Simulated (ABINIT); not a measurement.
A run of ABINIT 10.8.3 (patched build) is set up as follows.

The input run.abi:

```
# Datasets: ground state, then fixed potential
ndtset 2

# Pseudopotentials
pp_dirpath "./"
pseudos "Ti.LDA_PW-JTH.xml"

# Structure
acell 2.95 2.95 4.68 Angstrom
rprim
     1.0000000000     0.0000000000     0.0000000000
    -0.5000000000     0.8660254038     0.0000000000
     0.0000000000     0.0000000000     1.0000000000
ntypat 1
znucl 22
natom 2
typat 1 1
xred
     0.6666666667     0.3333333333     0.7500000000
     0.3333333333     0.6666666667     0.2500000000

# Plane-wave basis
ecut 15.0
pawecutdg 30.0

# Exchange and correlation
ixc 7

# Bands and occupations
occopt 3
tsmear 0.00183747

# SCF cycle
nstep 100

# Output
iomode 3
prtwf 0
prteig 0
prtebands 0
prtden1 1

# Dataset 1
kptopt1 1
ngkpt1 10 10 6
nshiftk1 1
shiftk1 0.0 0.0 0.0
nband1 16
tolvrs1 1.0e-9

# Dataset 2: bands along G-M-K-G-A-L-H-A
iscf2 -2
getden2 1
nband2 20
nbdbuf2 2
tolwfr2 1.0e-12
kptopt2 -7
ndivsm2 6
prteig2 1
prtvol2 -3
kptbounds2
     0.0000000000     0.0000000000     0.0000000000
     0.5000000000     0.0000000000     0.0000000000
     0.3333333333     0.3333333333     0.0000000000
     0.0000000000     0.0000000000     0.0000000000
     0.0000000000     0.0000000000     0.5000000000
     0.5000000000     0.0000000000     0.5000000000
     0.3333333333     0.3333333333     0.5000000000
     0.0000000000     0.0000000000     0.5000000000
```

Potentials or basis: JTH PAW LDA v2.0.

Run with:

```console
$ abinit run.abi > log 2>&1
```

(1) Estimate the band gap on the k mesh.

(2) Predict the pressure.

Results:

(1) none (metal or under the smearing width).

(2) -9.5 GPa.
